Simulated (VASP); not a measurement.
**CoO: relaxation of cell and atoms with LDA**

CoO:

```
CELL_PARAMETERS angstrom
0.00000 2.13150 2.13150
2.13150 0.00000 2.13150
2.13150 2.13150 0.00000
ATOMIC_POSITIONS crystal
Co 0.00000 0.00000 0.00000
O 0.50000 0.50000 0.50000
```

* Program: VASP 6.6.1
* Task: relaxation of cell and atoms
* Functional: LDA
* Potentials or basis: VASP PAW LDA potentials, release 64 (Co, O)
* Cutoff: 600 eV
* k mesh: 8 × 8 × 8
* Occupations: fermi-dirac, width 0.05 eV
* Spin: collinear spin, ferromagnetic start
* Starting moments: [2.0, 0.0] μB
* Target pressure: 10 GPa
* Further INCAR settings: ALGO = Normal; EDIFF = 1e-07; IBRION = 2; EDIFFG = -0.01; NSW = 40; ISIF = 3
* Target pressure: 10 GPa

```yaml
Relaxed_volume: 7.71 Å³/atom
Relaxed_cell: a = 2.794 Å, b = 2.794 Å, c = 2.794 Å, α = 60.00°, β = 60.00°, γ = 60.00°
Space_group_after_relaxing_to_0.05_Å: Fm-3m (No. 225)
Energy_change_on_relaxing_the_enthalpy_is_what_falls: -71.6 meV/atom
Ionic_steps: 5
Pressure_after_relaxing: 10.1 GPa
Band_gap_on_the_k_mesh: none (metal or under the smearing width)
Net_moment: 0.29 μB per cell
Site_moments: Co +0.27; O +0.01 μB
Valence_electrons_inside_the_program's_atomic_spheres: Co 8.40; O 5.01
```

The path:
| step | energy change (eV) | largest force (eV/Å) | pressure (GPa) | volume (Å³) |
| --- | --- | --- | --- | --- |
| 1 | 0.0000 | 0.0000 | -20.41 | 19.37 |
| 2 | -0.0545 | 0.0000 | 28.50 | 14.66 |
| 3 | -0.1598 | 0.0000 | 5.70 | 15.75 |
| 4 | -0.1494 | 0.0000 | 8.46 | 15.53 |
| 5 | -0.1431 | 0.0000 | 10.07 | 15.42 |

Final structure:
```xyz
2
Lattice="0.0000 1.9754 1.9754 1.9754 0.0000 1.9754 1.9754 1.9754 0.0000" Properties=species:S:1:pos:R:3 pbc="T T T"
Co    0.0000    0.0000    0.0000
O     1.9754    1.9754    1.9754
```

Levels at points of the mesh, in eV from the Fermi level:
Spin up:
| k point | band 5 | band 6 | band 7 | band 8 | band 9 | band 10 | band 11 | band 12 |
| --- | --- | --- | --- | --- | --- | --- | --- | --- |
| (0.00, 0.00, 0.00) | -2.14 | -2.14 | -2.14 | -1.85 | -1.85 | 2.73 | 17.55 | 20.43 |
| (0.50, 0.00, 0.00) | -0.79 | -0.79 | -0.34 | 1.90 | 1.90 | 5.75 | 11.74 | 15.23 |
| (0.50, 0.50, 0.00) | -3.75 | -1.22 | -0.35 | -0.35 | -0.18 | 7.99 | 11.27 | 13.48 |
Spin down:
```csv
k point,band 5,band 6,band 7,band 8,band 9,band 10
"(0.00, 0.00, 0.00)",-1.96,-1.96,-1.96,-1.52,-1.52,2.78
"(0.50, 0.00, 0.00)",-0.58,-0.58,-0.16,2.17,2.17,5.78
"(0.50, 0.50, 0.00)",-3.60,-0.88,-0.13,-0.13,0.15,8.07
```

Run time: 3.4 min on 1 thread of AMD EPYC 7571, with other jobs on the host, peak memory 0.12 GiB.

Caveat: the cell is relaxed towards a set pressure, so the enthalpy falls and the energy may rise; the volume moved by over 15 % at a fixed basis, so the end points are rough; semilocal functionals often make such compounds metallic where correlation or magnetic order opens a gap, which also shifts bond lengths. Zero-point motion and thermal expansion aren't in these numbers.
